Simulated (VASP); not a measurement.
Sr7O8 (a cell with a defect), 15 atoms in the cell. The cell holds a defect, 15 atoms: a = 7.347 Å, b = 7.347 Å, c = 7.347 Å, α = 60.00°, β = 60.00°, γ = 60.00°.  The cell isn't the ideal one: Sr vacancy after atom 1 has jumped, atoms relaxed.

* Program: VASP 6.6.1
* Task: single point
* Functional: PBE
* Potentials or basis: VASP PAW PBE potentials, release 64 (Sr_sv, O)
* Cutoff: 520 eV
* k mesh: 4 × 4 × 4
* Occupations: gaussian, width 0.05 eV
* Spin: no spin polarisation
* Dipole correction: no
* Further INCAR settings: LREAL = Auto; ALGO = Fast; EDIFF = 1e-06; NBANDS = 72

Potentials or basis: VASP PAW PBE potentials, release 64 (Sr_sv, O).

Launch:

```console
$ cat potpaw_PBE.64/Sr_sv/POTCAR potpaw_PBE.64/O/POTCAR > POTCAR
$ mpirun -np 1 vasp_std > vasp.out
```

Hardware: 1 thread of Intel(R) Xeon(R) Platinum 8259CL CPU @ 2.50GHz (Skylake/Cascade Lake), on a shared host.

Question: How long does it take, and how much memory?

Answer: Wall time 12 min on 1 thread of Intel(R) Xeon(R) Platinum 8259CL CPU @ 2.50GHz (Skylake/Cascade Lake) (shared host), peak memory 0.47 GiB. Counts: scf iterations 31, k points 8.
